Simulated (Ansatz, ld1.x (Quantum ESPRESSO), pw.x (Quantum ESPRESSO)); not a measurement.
## What a changed setting does to a pw.x run (bcc S)

Potential: norm-conserving Troullier–Martins (Kleinman–Bylander form), ld1.x (Quantum ESPRESSO) 7.5, PBE; core [Ne], reference 3s2 3p4; waves: 3s (bound): rc 1.45 bohr; 3p (bound): rc 1.75 bohr; 3d channel at 0.05 Ry: rc 1.70 bohr; local part: all-electron potential smoothed inside 1.30 bohr (lloc = -1); core correction: a·sin(br)/r model core inside 1.50 bohr.

The reference run (k-mesh 15³, cutoffs 75/300 Ry, Fermi–Dirac 0.01 Ry, mixing_beta 0.4, conv_thr 1e-9, no spin) gives 0.46 GPa at 15.679 Å³/atom, where all-electron LAPW gives 0.88 GPa. This run, with its own iteration cap, changes conv_thr to 0.0001.

```
&control
  calculation='scf', prefix='x', pseudo_dir='./', outdir='./tmp', tstress=.true., disk_io='none'
/
&system
  ibrav=0, nat=1, ntyp=1, ecutwfc=75, ecutrho=300, nbnd=10,
  occupations='smearing', smearing='fd', degauss=0.01
/
&electrons
  conv_thr=0.0001, mixing_beta=0.4, electron_maxstep=50
/
ATOMIC_SPECIES
S 1.0 S.UPF
CELL_PARAMETERS angstrom
  -1.57671351 1.57671351 1.57671351
  1.57671351 -1.57671351 1.57671351
  1.57671351 1.57671351 -1.57671351
ATOMIC_POSITIONS crystal
S 0.0000 0.0000 0.0000
K_POINTS automatic
15 15 15 0 0 0
```

```bash
pw.x < S.scf.in > S.scf.out
```

Q: How does the run end?

A: It converges in 3 iterations; the free energy moves by +0.0 meV/atom and the pressure by +0.27 GPa.

```
Message from routine setup:
     using ibrav=0 with symmetry is DISCOURAGED, use correct ibrav instead
     lattice parameter (alat)  =       5.1607  a.u.
     unit-cell volume          =     105.8071 (a.u.)^3
     number of electrons       =         6.00
     number of Kohn-Sham states=           10
     kinetic-energy cutoff     =      75.0000  Ry
     charge density cutoff     =     300.0000  Ry
     scf convergence threshold =      1.0E-04
     Exchange-correlation= PBE
     number of k points=   120  Fermi-Dirac smearing, width (Ry)=  0.0100
     iteration #  1     ecut=    75.00 Ry     beta= 0.40
     total energy              =     -20.44425676 Ry
     estimated scf accuracy    <       0.00096677 Ry
     iteration #  2     ecut=    75.00 Ry     beta= 0.40
     total energy              =     -20.44433912 Ry
     estimated scf accuracy    <       0.00029229 Ry
     iteration #  3     ecut=    75.00 Ry     beta= 0.40
     the Fermi energy is     9.3142 ev
!    total energy              =     -20.44436353 Ry
     estimated scf accuracy    <       0.00000970 Ry
     smearing contrib. (-TS)   =      -0.00364020 Ry
     The total energy is F=E-TS. E is the sum of the following terms:
     one-electron contribution =       5.13031093 Ry
     hartree contribution      =       0.94431491 Ry
     xc contribution           =      -4.53013175 Ry
     ewald contribution        =     -21.98521742 Ry
     convergence has been achieved in   3 iterations
          total   stress  (Ry/bohr**3)                   (kbar)     P=        7.26
     Message from routine punch:
     Nothing written, as per user request (disk_io='none')
```

The run took about 6.4 s on one core of a shared host (Intel(R) Xeon(R) Gold 6455B, 64 threads, 503 GiB, load 20).
